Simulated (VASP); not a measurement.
# PtS2 (P-3m1) in VASP: notebook, part 2 of 2

VASP 6.6.1.

## Step 4: Dielectric tensor, PBE

File INCAR:

```
  PREC = Accurate
  ENCUT = 400
  EDIFF = 1E-8
  ISMEAR = 0
  SIGMA = 0.01
  LREAL = F
  LASPH = T
  NELM = 100
  ALGO = Normal
  ISIF = 2
  LWAVE = F
  LCHARG = F
  GGA = PE
  LEPSILON = T
```

File KPOINTS:

```
regular mesh
0
Gamma
  6 6 4
```

File POSCAR:

```
PtS2
1.0
    3.5432000000      0.0000000000      0.0000000000
   -1.7716000000      3.0685012107      0.0000000000
    0.0000000000      0.0000000000      5.0388000000
Pt S
1 2
Direct
    0.0000000000      0.0000000000      0.0000000000
    0.6666666667      0.3333333333      0.7730000000
    0.3333333333      0.6666666667      0.2270000000
```

Potentials or basis: VASP PAW PBE potentials, release 64 (Pt, S).

Launch:

```
$ cat potpaw_PBE.64/Pt/POTCAR potpaw_PBE.64/S/POTCAR > POTCAR
$ mpirun -np 1 vasp_std > vasp.out
```

OUTCAR:

```text
PREC = Accurate
   ENCUT = 400
   EDIFF = 1E-8
   ISMEAR = 0
   LREAL = F
   LASPH = T
   NELM = 100
   ISIF = 2
   GGA = PE
   LEPSILON = T

 Found     24 irreducible k-points:

 Following reciprocal coordinates:
            Coordinates               Weight
  0.000000  0.000000  0.000000      1.000000
  0.166667 -0.000000  0.000000      6.000000
  0.333333 -0.000000  0.000000      6.000000
  0.500000 -0.000000  0.000000      3.000000
  0.166667  0.166667  0.000000      6.000000
  0.333333  0.166667  0.000000     12.000000
   k-points           NKPTS =     24   k-points in BZ     NKDIM =     24   number of bands    NBANDS=     15
   number of dos      NEDOS =    301   number of ions     NIONS =      3
   total plane-waves  NPLWV =  20736
   dimension x,y,z NGX =    24 NGY =   24 NGZ =   36
   dimension x,y,z NGXF=    48 NGYF=   48 NGZF=   72
   ions per type =               1   2
   NGX,Y,Z   is equivalent  to a cutoff of  11.26, 11.26, 11.88 a.u.
   NGXF,Y,Z  is equivalent  to a cutoff of  22.52, 22.52, 23.76 a.u.
 SYSTEM =  unknown system
   PREC   = accura    normal or accurate (medium, high low for compatibility)
   ISTART =      0    job   : 0-new  1-cont  2-samecut
   ICHARG =      2    charge: 1-file 2-atom 10-const
   ISPIN  =      1    spin polarized calculation?
   LNONCOLLINEAR =      F non collinear calculations
   LSORBIT =      F    spin-orbit coupling
   LASPH  =      T    aspherical Exc in radial PAW
   ENCUT  =  400.0 eV  29.40 Ry    5.42 a.u.   5.78  5.78  8.22*2*pi/ulx,y,z
   NELM   =    100;   NELMIN=  2; NELMDL= -5     # of ELM steps
   EDIFF  = 0.1E-07   stopping-criterion for ELM
   LREAL  =      F    real-space projection
   EDIFFG = 0.1E-06   stopping-criterion for IOM
   NSW    =      0    number of steps for IOM
   IBRION =     -1    ionic relax: 0-MD 1-quasi-New 2-CG
   NFREE  =      0    steps in history (QN), initial steepest desc. (CG)
   ISIF   =      2    stress and relaxation
   ISYM   =      2    0-nonsym 1-usesym 2-fastsym
   POTIM  = 0.5000    time-step for ionic-motion
   TEBEG  =    0.0;   TEEND  =   0.0 temperature during run
   PSTRESS=    0.0 pullay stress
   NELECT =      22.0000    total number of electrons
   NUPDOWN=      -1.0000    fix difference up-down
   EMIN   =  10.00;   EMAX   =-10.00  energy-range for DOS
[... 185 lines left out ...]
  ---------------------------------------------------
  ---------------------------------------------------
  free energy    TOTEN  =        -2.89216504 eV

  energy without entropy =       -2.89216504

------------------------ aborting loop because EDIFF is reached ----------------------------------------

--------------------------------------- Ionic step        2  -------------------------------------------

------------------------ aborting loop because EDIFF is reached ----------------------------------------

--------------------------------------- Ionic step        3  -------------------------------------------

 Free energy of the ion-electron system (eV)
  ---------------------------------------------------
  ---------------------------------------------------
  free energy    TOTEN  =        -1.23965265 eV

  energy without entropy =       -1.23965265

------------------------ aborting loop because EDIFF is reached ----------------------------------------

 PIEZOELECTRIC TENSOR FIELD DIRECTION 3  (e Angst)
 -----------------------------------------------------------------------------
     0.00236  0.00000 -0.00000           (  0.00005  0.00000  0.00000)
    -0.00000  0.00236  0.00000           (  0.00000  0.00005  0.00000)
     0.00000 -0.00000 -0.00889           (  0.00000  0.00000  0.00001)

 PIEZOELECTRIC TENSOR FIELD DIRECTION 3  (C/m^2)
 -----------------------------------------------------------------------------
     0.00069  0.00000 -0.00000
    -0.00000  0.00069  0.00000
     0.00000 -0.00000 -0.00260

 MACROSCOPIC STATIC DIELECTRIC TENSOR (including local field effects in DFT)
 ------------------------------------------------------
          18.708658     0.000000     0.000000
           0.000000    18.708658     0.000000
           0.000000     0.000000     8.782341
 ------------------------------------------------------

 PIEZOELECTRIC TENSOR (including local field effects)  for field in x, y, z        (e  Angst)
          XX          YY          ZZ          XY          YZ          ZX
  --------------------------------------------------------------------------------
  x     0.00000     0.00000     0.00000     0.00000     0.00000     0.00000
  y     0.00000     0.00000     0.00000     0.00000     0.00000     0.00000
  z     0.00000     0.00000     0.00000     0.00000     0.00000     0.00000

 PIEZOELECTRIC TENSOR (including local field effects)  for field in x, y, z        (C/m^2)
          XX          YY          ZZ          XY          YZ          ZX
  --------------------------------------------------------------------------------
  x     0.00000     0.00000     0.00000     0.00000     0.00000     0.00000
  y     0.00000     0.00000     0.00000     0.00000     0.00000     0.00000
  z     0.00000     0.00000     0.00000     0.00000     0.00000     0.00000

 BORN EFFECTIVE CHARGES (including local field effects) (in |e|, cummulative output)
 ---------------------------------------------------------------------------------
 ion    1
    1     3.00524     0.00000     0.00000
    2     0.00000     3.00524     0.00000
    3     0.00000     0.00000    -0.58081
 ion    2
    1    -1.50262     0.00000     0.00000
    2     0.00000    -1.50262     0.00000
    3    -0.00000    -0.00000     0.29040
 ion    3
    1    -1.50262     0.00000     0.00000
    2     0.00000    -1.50262     0.00000
    3     0.00000    -0.00000     0.29040
```

Run time: 77 s. Hardware: 1 thread of Intel Xeon Platinum 8559C (Emerald Rapids), shared host; peak memory 0.21 GiB.

These settings aren't checked as converged: the numbers below hold their error.

Results:

* Band gap on the k mesh: 0.98 eV, indirect (least direct gap 1.50 eV)
* Electronic dielectric tensor (diagonal): 18.71, 18.71, 8.78
* Born charges (mean of the diagonal): Pt +1.81; S -0.90 e

Caveat: spin-orbit coupling is left out, which moves the levels of the heavy elements.
